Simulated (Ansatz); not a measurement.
# AlNi3: the cost of one run

Computed with Ansatz 0.2.0 (DFT PBE, scalar-relativistic, plane waves, PAW, unless a step's input says otherwise).

## (1) Starting point

Symmetry: P-6m2, No. 187, hexagonal system. Conventional cell: a = 2.551 Å, b = 2.551 Å, c = 8.123 Å, α = 90.00°, β = 90.00°, γ = 120.00°. Al (site symmetry -6m2) has 6 Ni at 2.51 Å and 6 Al at 2.55 Å as nearest neighbours. Ni (site symmetry -6m2) is surrounded by 12 Ni at 2.51 to 2.55 Å. Ni (site symmetry 3m) has 3 Al at 2.51 Å and 9 Ni at 2.51 to 2.55 Å as nearest neighbours.

Structure file:

```xyz
4
Lattice="2.5505 0.0000 0.0000 -1.2753 2.2088 0.0000 0.0000 0.0000 8.1234" Properties=species:S:1:pos:R:3 pbc="T T T"
Al    0.0000    1.4725    0.0000
Ni    0.0000    1.4725    4.0617
Ni    1.2753    0.7363    2.0309
Ni    1.2753    0.7363    6.0926
```

The start is an ordering of an alloy on its end members' structure types: elements ordered on the sites of the Zr type, Ni/Al on Zr (P-6m2, No. 187).

## (2) Probe: one point on a coarse mesh

File input.yaml:

```yaml
crystal:
  lattice:
    - [2.55051126, 0.0, 0.0]
    - [-1.27525563, 2.20880754, 0.0]
    - [0.0, 0.0, 8.12344111]
  atoms:
    - { symbol: Al, position: [0.33333333, 0.66666667, 0.0] }
    - { symbol: Ni, position: [0.33333333, 0.66666667, 0.5], spin: -2.0 }
    - { symbol: Ni, position: [0.66666667, 0.33333333, 0.25], spin: -2.0 }
    - { symbol: Ni, position: [0.66666667, 0.33333333, 0.75], spin: 2.0 }
basis:
  ecutwfc: 420
kpoints:
  mp_grid: { grid: [6, 6, 2] }
hamiltonian:
  xc: pbe
scf:
  occupations: { method: gaussian, width: 0.1 }
  lower_state_search: "off"
output:
  forces: true
  stress: true
  eigenvalues: true
  populations: true
magnetization:
  spin_polarized: true
```

Started as:

```bash
$ ansatz run input.yaml --threads 1 --pin off --max-ram 2560MiB --backend cpu --events-out ev --progress --plain --runs-dir out
```

**Question.** How long does this run take on 1 thread of Arm Neoverse V1, shared host, and how much memory does it need?

About 20 s, with a peak of 0.3 GiB.
